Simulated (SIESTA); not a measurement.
Crystal: GaCuSe2.

```xyz
8
Lattice="-2.8096 2.8096 5.5130 2.8096 -2.8096 5.5130 2.8096 2.8096 -5.5130" Properties=species:S:1:pos:R:3 pbc="T T T"
Se    1.4048   -1.4013    4.1348
Se    1.4013    1.4048    6.8913
Se    1.4048    4.2108   -1.3783
Se    1.4083    1.4048    1.3783
Ga    2.8096    0.0000    2.7565
Ga    0.0000    0.0000    5.5130
Cu    0.0000    2.8096    2.7565
Cu    0.0000    0.0000    0.0000
```

Base run:

```yaml
Program: SIESTA 5.4.2
Functional: LDA
Potentials_or_basis: PseudoDojo 0.4 standard (LDA files)
Basis: DZP (energy shift 0.003 Ry; two zetas on semicore shells)
Grid_cutoff: 800 Ry
Energy_shift: 0.003 Ry
k_mesh: 7 × 7 × 7
Occupations: fermi-dirac, width 0.05 eV
Spin: no spin polarisation
```

Its results: band gap on the k mesh 0.28 eV, direct; pressure -1.8 GPa; largest force 0.466 eV/Å.

Q: The run is repeated on the same cell with these changes: functional from LDA to PBEsol; potentials or basis from PseudoDojo 0.4 standard (LDA files) to PseudoDojo 0.4 standard (PBEsol files). What comes out?

A: Band gap on the k mesh 0.36 eV, direct; pressure 0.5 GPa; largest force 0.451 eV/Å.

Caveats: short orbitals over semicore shells can move pressures by several GPa; the basis of atomic orbitals isn't converged, which shifts pressures, moduli and gaps.
